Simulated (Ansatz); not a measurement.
# HfO2: melt and quench

Aim: for HfO2, make an amorphous cell by melting and quenching in short dynamics.

Program: Ansatz 0.2.0. Level of theory: DFT PBE, scalar-relativistic, plane waves, PAW. These are calculated values, not measurements.

2 further runs of the same task are left out: 2 set aside as unsound or not needed. Runs told in other sessions of the task aren't counted.

### Step 1. The starting structure

The cell holds 18 atoms (Hf6O12): a = 5.914 Å, b = 6.170 Å, c = 5.666 Å, α = 90.57°, β = 90.53°, γ = 88.22°.

It is the last frame of an earlier stage of the same melt, run at 2590 K.

The coordinates stand in the first input below.

### Step 2. Stage at 1440 K

One k point, a Fermi-Dirac width of 0.124 eV and a fixed cell.

The input, input.yaml:

```yaml
crystal:
  lattice:
    - [5.913382, 0.093665, -0.026317]
    - [0.093665, 6.169229, -0.029352]
    - [-0.026317, -0.029352, 5.666068]
  atoms:
    - { symbol: Hf, position: [0.2340210059, 0.2763278232, 0.8724254583] }
    - { symbol: Hf, position: [0.721598577, 0.0578494306, 0.8603172729] }
    - { symbol: Hf, position: [0.6337851581, 0.6500903336, 0.0995784006] }
    - { symbol: Hf, position: [0.4307429049, 0.0773105675, 0.4121119039] }
    - { symbol: Hf, position: [0.9059526012, 0.2723587754, 0.3682580034] }
    - { symbol: Hf, position: [0.1494239428, 0.6955447035, 0.5726688143] }
    - { symbol: O, position: [0.1560512384, 0.0452424065, 0.1942490917] }
    - { symbol: O, position: [0.9948030449, 0.0446889982, 0.6537915996] }
    - { symbol: O, position: [0.6397835923, 0.2802326811, 0.5744414241] }
    - { symbol: O, position: [0.7003157971, 0.7292780083, 0.7966564663] }
    - { symbol: O, position: [0.3993948326, 0.9834792671, 0.7508429198] }
    - { symbol: O, position: [0.2244956933, 0.3881950127, 0.5280155839] }
    - { symbol: O, position: [0.8864490623, 0.6031275959, 0.3733878255] }
    - { symbol: O, position: [0.6891564141, 0.9259442446, 0.2671763451] }
    - { symbol: O, position: [0.8770988738, 0.3657673825, 0.0048852133] }
    - { symbol: O, position: [0.3843532686, 0.7071874751, 0.3575201652] }
    - { symbol: O, position: [0.2222783733, 0.5674109127, 0.8951176136] }
    - { symbol: O, position: [0.4834374466, 0.293146552, 0.1167822287] }
  symmetry: { detect: false }
basis:
  ecutwfc: 420
  xc_grid: 1
kpoints:
  mp_grid: { grid: [1, 1, 1], shift: [0.0, 0.0, 0.0] }
hamiltonian:
  xc: pbe
scf:
  occupations: { method: fermi_dirac, width: 0.1241 }
  lower_state_search: "off"
  convergence: { dr2_threshold: 1.0e-05 }
output:
  forces: true
  stress: true
md:
  timestep: 2.0
  n_steps: 200
  ensemble: nvt_langevin
  friction: 0.015
  temperature: 1440.0
  initial_velocities: maxwell_boltzmann
  seed: 48801
```

Started as:

```sh
> ansatz run input.yaml --threads 2 --pin off --max-ram 5120MiB --backend cpu --events-out ev --progress --plain --runs-dir out
```

The program printed, cut to the lines that bear on the results:

```text
Warning: scf.convergence.dr2_threshold = 1e-5 eV is looser than this run's default, which is 1e-7 eV or tighter. The error in the forces grows as the threshold's square root, so leave the key out unless less accurate forces are enough
Warning: output.stress: scf.convergence.dr2_threshold = 1e-5 eV is looser than the 1.8e-9 eV advised for a printed stress (1e-10 eV for each atom of the cell: 18). What an SCF threshold leaves in a stress goes as its square root, and in the free energy as the threshold itself, and one [...]
Warning: RAYON_NUM_THREADS=2 ignored (pool sized by the plan → 2); use --threads N
band count auto-derived: 138 (N_el = 228.0; filled up to band 114; 137 by the electrons, moments and atoms)
[...]
Pseudopotentials: kind: paw
Pseudopotential: Hf, paw, valence charge 26, recommended cutoff 420 eV (normal), Hf.paw.azcp
Pseudopotential: O, paw, valence charge 6, recommended cutoff 420 eV (normal), O.paw.azcp
Functional definition: PBE
[...]
Crystal: 18 atoms, lattice volume = 206.645 Å³
Basis set: ecut = 420 eV, 4033 PW (Γ)
Bands: 138, of which v1, the nominal top of the filled ones, is band 114 counted from 1 (113 counted from 0)
Symmetry: 1 space group operations
k-points: 1
[...]
SCF iter   1: F=—  HF=-101160.674902 eV  |F-HF|=—  |Δ(HF+E_count)|=         —  Δρ=8.14e-3  dr2=7.40e-2  ethr=1.77e-3  ⟨swp⟩=5.0  Hψ=442  notcnv=0  defer=1
[...]
md step     0: t =     0.00 fs  T =  1360.0 K  F+E_penalty+E_count = -101160.66693555 eV  E_kin = 3.164285 eV  P_inst = 18.8373 GPa  (7 SCF iters)
[...]
md step     6: t =    12.00 fs  T =  1878.6 K  F+E_penalty+E_count = -101161.83212506 eV  E_kin = 4.371015 eV  P_inst = 16.0101 GPa  (4 SCF iters)
[...]
md step    12: t =    24.00 fs  T =  1747.5 K  F+E_penalty+E_count = -101162.34566297 eV  E_kin = 4.065837 eV  P_inst = 13.4698 GPa  (4 SCF iters)
[...]
md step    18: t =    36.00 fs  T =  1929.6 K  F+E_penalty+E_count = -101162.54202738 eV  E_kin = 4.489516 eV  P_inst = 16.6178 GPa  (4 SCF iters)
[...]
md step    24: t =    48.00 fs  T =  1839.0 K  F+E_penalty+E_count = -101161.30990597 eV  E_kin = 4.278701 eV  P_inst = 24.7549 GPa  (4 SCF iters)
md step    25: t =    50.00 fs  T =  1930.1 K  F+E_penalty+E_count = -101161.09908034 eV  E_kin = 4.490650 eV  P_inst = 26.3135 GPa  (4 SCF iters)
md step    26: t =    52.00 fs  T =  1486.0 K  F+E_penalty+E_count = -101160.92319094 eV  E_kin = 3.457509 eV  P_inst = 26.9674 GPa  (4 SCF iters)
```

### Step 3. The log goes on: Langevin dynamics at 1440 K from the last frame before

Output, continued, cut to the lines that bear on the results:

```text
md step    27: t =    54.00 fs  T =  1615.8 K  F+E_penalty+E_count = -101160.91233419 eV  E_kin = 3.759386 eV  P_inst = 27.7936 GPa  (4 SCF iters)
[...]
md step    52: t =   104.00 fs  T =  1274.7 K  F+E_penalty+E_count = -101162.56070449 eV  E_kin = 2.965790 eV  P_inst = 13.4169 GPa  (4 SCF iters)
[...]
md step    77: t =   154.00 fs  T =  1259.8 K  F+E_penalty+E_count = -101162.57120196 eV  E_kin = 2.931203 eV  P_inst = 19.9884 GPa  (4 SCF iters)
[...]
md step   102: t =   204.00 fs  T =  1259.9 K  F+E_penalty+E_count = -101162.69787943 eV  E_kin = 2.931471 eV  P_inst = 18.6730 GPa  (4 SCF iters)
[...]
md step   125: t =   250.00 fs  T =  1133.3 K  F+E_penalty+E_count = -101163.45087798 eV  E_kin = 2.636768 eV  P_inst = 15.5069 GPa  (4 SCF iters)
md step   126: t =   252.00 fs  T =  1168.0 K  F+E_penalty+E_count = -101163.44255453 eV  E_kin = 2.717587 eV  P_inst = 15.2580 GPa  (4 SCF iters)
```

### Step 4. The log goes on: Langevin dynamics at 1440 K from the last frame before

Output, continued, cut to the lines that bear on the results:

```text
md step   127: t =   254.00 fs  T =  1314.6 K  F+E_penalty+E_count = -101163.37862798 eV  E_kin = 3.058548 eV  P_inst = 15.2303 GPa  (4 SCF iters)
[...]
md step   145: t =   290.00 fs  T =  2066.7 K  F+E_penalty+E_count = -101163.11498555 eV  E_kin = 4.808650 eV  P_inst = 20.0478 GPa  (4 SCF iters)
[...]
md step   163: t =   326.00 fs  T =  1396.6 K  F+E_penalty+E_count = -101162.95322904 eV  E_kin = 3.249481 eV  P_inst = 16.1766 GPa  (4 SCF iters)
[...]
md step   181: t =   362.00 fs  T =  1820.9 K  F+E_penalty+E_count = -101162.79050865 eV  E_kin = 4.236759 eV  P_inst = 18.8917 GPa  (4 SCF iters)
[...]
md step   199: t =   398.00 fs  T =  1274.4 K  F+E_penalty+E_count = -101162.35653007 eV  E_kin = 2.965137 eV  P_inst = 20.3936 GPa  (4 SCF iters)
[...]
SCF converged after 5 iterations
Free energy (F): -101162.426323 eV
[...]
E sigma→0 (E₀):  -101162.426318 eV
Entropy (-TS):   -0.000011 eV (-0.001 meV/atom)
Fermi energy:    16.420039 eV
[...]
--- Forces (eV/Å), atoms counted from 1 ---
  atom   1  Hf     0.04492001    -0.92960218     3.32059831
  atom   2  Hf    -1.94644573     0.05793648     0.02693317
  atom   3  Hf    -3.91586197     1.04552875     1.82103597
  atom   4  Hf    -2.68187585    -3.99924777    -1.71316412
  atom   5  Hf     3.08765668    -1.45910335    -1.75091937
  atom   6  Hf     0.84501353     2.09759588    -4.10270534
  atom   7  O      1.12012981    -2.32322496     0.53455283
  atom   8  O     -0.36707276     0.87857510     1.15823260
[...]
--- Stress (GPa, compression-positive) ---
       14.874980      -3.020608       5.204796
       -3.020605      20.010627     -11.894272
        5.204787     -11.894276      17.898218
  P = ⅓ Tr σ = 17.5946 GPa (175.946 kbar)
--- MD trajectory: 200 steps, t = 0.0 → 400.0 fs ---
  final state: T = 1273.4 K   F+E_penalty+E_count = -101162.42632293 eV   E_kin = 2.962787 eV
```

Run time: 3.9 min. Hardware: 2 threads of Intel Xeon at 2.70GHz, shared host; peak memory 0.41 GiB.

### Step 5. Frames and traces

The trajectory, every 15 steps (energies from step 0); msd is the mean square displacement from the start, the centre of mass held:

```tsv
time (fs)	T (K)	potential energy change (meV/atom)	pressure (GPa)	msd O (Å²)	msd Hf (Å²)
0.0	1360	0.0	18.8	0.000	0.000
30.0	1833	-108.4	14.1	0.139	0.014
60.0	1751	-67.4	27.5	0.199	0.046
90.0	1450	-96.2	19.7	0.105	0.058
120.0	1367	-99.7	15.9	0.077	0.066
150.0	1499	-115.6	22.0	0.096	0.053
180.0	1607	-88.9	13.6	0.091	0.043
210.0	978	-112.5	18.0	0.090	0.057
240.0	1139	-140.3	16.1	0.110	0.053
270.0	1171	-83.2	17.6	0.137	0.036
300.0	1594	-89.0	22.1	0.229	0.041
330.0	1196	-116.0	16.1	0.207	0.061
360.0	1687	-113.9	18.3	0.224	0.050
390.0	1240	-92.9	23.3	0.137	0.060
400.0	1273	-97.7	19.1	0.154	0.067
```

time (fs), T (K) and a bar:
```
      0.0       1360 #########
     18.0       2007 ##############################
     34.0       1883 ##########################
     52.0       1486 #############
     70.0       1806 ########################
     86.0       1464 #############
    104.0       1275 #######
    122.0       1410 ###########
    140.0       1512 ##############
    156.0       1242 ######
    174.0       1401 ###########
    192.0       1922 ###########################
    208.0       1062 
    226.0       1136 ##
    244.0       1182 ####
    260.0       1203 ####
    278.0       1692 ####################
    296.0       1859 #########################
    314.0       1683 ####################
    330.0       1196 ####
    348.0       1262 ######
    366.0       1965 #############################
    382.0       1696 ####################
    400.0       1273 #######
```

Pair distribution over the second half of the run:

```tsv
r (Å)	g O–O	g Hf–O
0.68	0.00	0.00
0.84	0.00	0.00
1.00	0.00	0.00
1.16	0.00	0.00
1.32	0.00	0.00
1.48	0.00	0.00
1.64	0.00	0.00
1.80	0.00	0.34
1.96	0.00	4.28
2.12	0.02	4.92
2.28	0.26	2.00
2.44	1.54	0.73
2.60	2.83	0.41
2.76	2.30	0.29
```

First peaks of g(r) that rise above 1 (not always the tallest), and, where a minimum follows, the mean number of second-named atoms round a first-named one up to the next minimum:

```tsv
pair	peak (Å)	height	minimum (Å)	neighbours
Hf–O	2.04	5.8	-	-
```

Maxima of the velocity power spectrum (cm⁻¹, relative height; resolution about 170 cm⁻¹): 210 (100), 420 (99).

### Step 6. Snapshots as a file

Positions (Å) and forces (eV/Å):

```xyz
18
Lattice="5.913 0.094 -0.026 0.094 6.169 -0.029 -0.026 -0.029 5.666" Properties=species:S:1:pos:R:3:forces:R:3 pbc="T T T" time_fs=66.0 T=1949 dE=-2.1955
Hf    1.233    1.650    5.057    0.085   -0.340    0.423
Hf    4.239    0.253    4.645    1.005    0.047    1.859
Hf    3.802    3.761    0.668   -0.065    1.473   -0.224
Hf    2.607    0.493    1.972   -1.210   -1.693    3.491
Hf    5.436    1.697    2.011   -0.979   -0.969   -0.255
Hf    0.941    4.252    3.335    0.787    2.318   -1.042
O     0.808    0.506    1.085    1.559   -1.352   -1.804
O     5.725   -0.085    3.466    0.868    1.908   -1.078
O     3.864    1.673    3.181   -0.965    0.427   -0.133
O     4.855    4.465    4.980    0.093    0.482   -1.988
O     2.497    6.057    4.065   -2.320    0.680    0.471
O     1.038    2.210    3.181    0.496   -1.705   -1.772
O     5.353    3.755    2.079   -1.708   -1.240   -1.495
O     4.278    6.143    0.989   -0.148   -0.892    0.572
O     5.044    2.025   -0.167    1.996    0.623    1.043
O     2.396    4.570    1.928   -0.236    0.164    0.389
O     1.740    3.623    4.942    0.683   -0.740    2.462
O     2.748    1.978    0.716    0.059    0.805   -0.922
18
Lattice="5.913 0.094 -0.026 0.094 6.169 -0.029 -0.026 -0.029 5.666" Properties=species:S:1:pos:R:3:forces:R:3 pbc="T T T" time_fs=134.0 T=1626 dE=-2.5390
Hf    1.164    1.583    4.960    0.567    0.018   -0.240
Hf    4.174    0.235    4.795    0.234    1.206   -0.130
Hf    3.965    3.772    0.679   -1.588    0.498   -0.716
Hf    2.383    0.461    2.071    2.294    0.680   -0.328
Hf    5.423    1.473    2.043   -0.509    1.585   -1.527
Hf    1.021    4.370    3.433   -0.493   -1.751   -0.709
O     0.764    0.384    0.878    1.540   -1.188   -0.298
O     5.947    0.129    3.626   -2.183   -0.058   -0.401
O     3.919    1.460    3.301   -1.697    1.819   -2.222
O     4.346    4.482    4.608    0.713   -1.472   -0.810
O     2.275    6.036    4.127    1.493    0.118   -0.010
O     1.277    2.142    2.818    0.415   -0.733    1.306
O     5.501    3.581    1.848   -0.240    0.966    1.960
O     4.360    6.011    1.000   -0.601   -1.309    3.825
O     5.178    2.199   -0.047    0.916   -1.495   -0.325
O     2.404    4.621    2.003    0.420   -0.976   -0.043
O     1.513    3.530    5.110    0.113    0.887   -0.338
O     2.931    1.650    0.356   -1.389    1.202    1.004
18
Lattice="5.913 0.094 -0.026 0.094 6.169 -0.029 -0.026 -0.029 5.666" Properties=species:S:1:pos:R:3:forces:R:3 pbc="T T T" time_fs=200.0 T=1586 dE=-2.1952
Hf    1.206    1.648    4.989    2.705   -0.408   -2.210
Hf    4.260    0.344    4.766   -0.079    1.663   -0.602
Hf    3.835    3.721    0.566   -0.364    2.247   -0.558
Hf    2.436    0.385    2.052    2.567    1.628    1.198
Hf    5.564    1.743    1.943   -2.451   -0.132    2.005
Hf    0.902    4.445    3.309   -1.693   -2.681    2.427
O     0.819    0.389    0.922   -0.068   -0.626   -2.145
O     6.002    0.258    3.390   -1.084    0.193    1.596
O     3.908    1.519    3.138    0.982    1.697   -1.000
O     4.527    4.620    4.592    0.192   -2.198    0.485
O     2.497    6.192    4.009   -1.538   -0.245    2.614
O     1.345    2.230    2.771   -0.526   -0.360    1.387
O     5.336    3.918    1.984   -0.823   -1.591   -0.385
O     4.158    6.074    1.054    1.150   -2.173    0.026
O     5.285    2.290   -0.046   -0.270   -0.684   -0.330
O     2.413    4.454    2.277    2.522    0.591   -3.431
O     1.575    3.578    5.104    0.217    1.231   -0.462
O     2.956    1.751    0.452   -1.442    1.847   -0.615
18
Lattice="5.913 0.094 -0.026 0.094 6.169 -0.029 -0.026 -0.029 5.666" Properties=species:S:1:pos:R:3:forces:R:3 pbc="T T T" time_fs=266.0 T=1161 dE=-1.4847
Hf    1.271    1.603    4.892   -0.390    0.766    1.718
Hf    4.227    0.386    4.483    2.712   -2.218    4.894
Hf    3.759    3.727    0.459    0.573    2.450   -1.177
Hf    2.596    0.398    2.030   -1.343   -0.339   -5.903
Hf    5.401    1.628    1.893    0.968    0.185   -2.088
Hf    0.931    4.247    3.309   -1.490    1.382    0.896
O     1.061    0.243    0.739   -0.582    0.459    0.740
O     5.763    0.187    3.179    0.505   -1.428    1.862
O     3.934    1.826    3.254   -1.644    0.505   -2.287
O     4.805    4.527    4.512   -1.243    0.683    0.252
O     2.311    6.279    3.819    0.839   -1.740    4.228
O     1.073    2.329    2.949    0.079   -2.001   -0.679
O     5.169    3.725    1.800    0.829   -1.209    1.293
O     4.379    5.976    1.052   -2.004    1.589   -0.885
O     5.280    2.095   -0.161   -0.770   -1.280   -0.704
O     2.378    4.347    2.024    1.176    2.108   -0.504
O     1.705    3.585    5.158   -1.039    1.896   -2.795
O     2.709    1.971    0.589    2.824   -1.808    1.141
18
Lattice="5.913 0.094 -0.026 0.094 6.169 -0.029 -0.026 -0.029 5.666" Properties=species:S:1:pos:R:3:forces:R:3 pbc="T T T" time_fs=334.0 T=1246 dE=-1.8637
Hf    1.433    1.660    5.065    1.244   -0.649   -3.577
Hf    4.357    0.085    4.409    1.708    0.923    1.762
Hf    3.859    3.938    0.429   -0.090   -1.890    0.108
Hf    2.468    0.339    1.971    2.505    0.467    1.215
Hf    5.526    1.395    1.692   -1.547   -0.032    0.838
Hf    0.889    4.090    3.141    1.053    0.992    0.788
O     1.166   -0.026    0.561   -1.039    1.263    0.899
O     5.946   -0.065    3.151    0.879   -0.125   -1.208
O     4.051    1.385    3.014   -0.154    2.209   -1.764
O     4.801    4.304    4.294    0.638   -0.292    0.791
O     2.489    6.272    3.945   -1.083   -0.453    2.065
O     1.253    2.169    2.911   -0.413   -2.412   -0.188
O     5.447    3.472    1.558    0.722   -0.311    0.772
O     4.415    6.046    0.952   -1.152   -2.465   -1.730
O     5.326    1.723   -0.366    1.514    1.074    0.142
O     2.868    4.422    2.122   -2.798    1.334    0.342
O     2.035    3.687    4.940   -1.599   -0.782   -0.789
O     2.965    1.880    0.710   -0.388    1.151   -0.466
18
Lattice="5.913 0.094 -0.026 0.094 6.169 -0.029 -0.026 -0.029 5.666" Properties=species:S:1:pos:R:3:forces:R:3 pbc="T T T" time_fs=400.0 T=1273 dE=-1.7594
Hf    1.545    1.579    4.792    0.045   -0.930    3.321
Hf    4.634    0.066    4.502   -1.946    0.058    0.027
Hf    3.986    3.688    0.388   -3.916    1.046    1.821
Hf    2.505    0.429    2.098   -2.682   -3.999   -1.713
Hf    5.308    1.383    1.673    3.088   -1.459   -1.751
Hf    0.826    3.967    3.278    0.845    2.098   -4.103
O     0.956    0.477    0.624    1.120   -2.323    0.535
O     6.060   -0.158    2.984   -0.367    0.879    1.158
O     3.988    1.350    3.104   -0.071    1.600    1.031
O     4.691    4.157    4.372    1.651    1.493   -1.816
O     2.725    5.835    4.024   -0.757    1.829    0.904
O     1.317    2.087    2.761   -0.464   -2.058    0.659
O     5.347    3.337    1.660    0.497    1.939    1.672
O     4.153    6.025    0.849    1.576   -2.139   -0.853
O     5.373    1.883   -0.368   -1.081    0.245   -1.228
O     2.400    4.367    1.810   -0.185    1.345    0.876
O     1.403    3.582    5.013    1.347   -0.995    0.756
O     2.913    1.927    0.678    1.303    1.373   -1.293
```

### Step 7. The stages side by side

Means over the second half of each stage, earlier sessions' stages included (the first, hottest stages at a lower cutoff are left out); the pressure holds its kinetic part:

```tsv
thermostat (K)	duration (fs)	mean T (K)	mean P (GPa)	mean potential energy over the last stage (meV/atom)	largest msd at the end (Å²)	wall time
3600	752	4247	32.8	467	3.00	9.3 min
2590	480	2804	23.7	170	0.88	5.2 min
1440	400	1427	18.3	0	0.14	3.9 min
```

### Step 8. Results

| quantity | value |
| --- | --- |
| 1440 K: length | 200 steps of 2 fs |
| 1440 K: temperature, first and last step | 1360 and 1273 K |
| 1440 K: temperature, second half | mean 1427 K, from 978 to 2215 K |

In words: Against a set 1440 K the second half averages 1427 K with a spread of 312 K (in equilibrium 18 atoms would scatter by about 277 K, over a far longer run). The thermostat is lowered by 2160 K within 880 fs (some 2×10^15 K/s), far faster than any real quench. 400 fs on 18 atoms is far too short and small for converged averages. The runs treat Hf without spin-orbit coupling.
